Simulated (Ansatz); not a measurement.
What a trial cell of Pb relaxes into

The calculation used Ansatz 0.2.0, DFT PBE, scalar-relativistic, plane waves, PAW. Cutoff 420 eV, Γ-centred k mesh, Gaussian smearing, no spin polarisation in the final step.

Pb was placed on the sites of a reported S cell (R-3, No. 148), at a guessed volume.

```
Pb
1.0
     5.98597    3.45600    1.56608
    -5.98597    3.45600    1.56608
     0.00000   -6.91200    1.56608
Pb
6
Direct
  0.58450 0.35100 0.24650
  0.24650 0.58450 0.35100
  0.35100 0.24650 0.58450
  0.41550 0.64900 0.75350
  0.75350 0.41550 0.64900
  0.64900 0.75350 0.41550
```

Steps on the 6×6×6 mesh (6 atoms). 11 of 11 steps are shown, and the free energy counts from the last. Trial steps that were taken back and renewals of the plane-wave basis can be among the rows.

```
step  ΔF (meV/atom) V (Å³/atom) P (GPa) largest force component (eV/Å)
   1         3044.6        32.40    42.79                          10.254
   2          974.7        34.55    13.10                           3.478
   3          424.6        35.05     4.68                           2.101
   4          144.4        35.09     0.64                           0.904
   5           38.5        33.87     0.07                           0.147
   6           16.0        32.82     0.34                           0.118
   7            5.6        32.92    -0.42                           0.083
   8            2.5        32.34     0.19                           0.010
   9            0.9        32.34     0.29                           0.010
  10            0.0        32.54     0.03                           0.006
  11            0.0        32.54     0.03                           0.006
```

The cell was then made exact in the group found at 0.06 Å. A final relaxation ran on a 9×9×9 mesh. The relaxed crystal, R-3c (No. 167):

```
Pb
1.0
     5.41932    3.12884    1.91929
    -5.41932    3.12884    1.91929
     0.00000   -6.25769    1.91929
Pb
6
Direct
  0.43415 0.25000 0.06585
  0.06585 0.43415 0.25000
  0.25000 0.06585 0.43415
  0.56585 0.75000 0.93415
  0.93415 0.56585 0.75000
  0.75000 0.93415 0.56585
```

```yaml
Volume_per_atom: 32.54 Å³
Density: 10.57 g/cm³
Energy_over_the_standard_structure: 0.06 eV/atom
Gap_on_the_9×9×9_mesh: 0 eV (a metal)
```

Energies count from the standard state of Pb at the same level.

The final run used a 9×9×9 mesh on its 6-atom cell and 0.10 eV smearing. For metals, differences of a few meV/atom aren't resolved. Spin–orbit coupling is left out.

Symmetry constrained the relaxation, so the result can be a saddle point.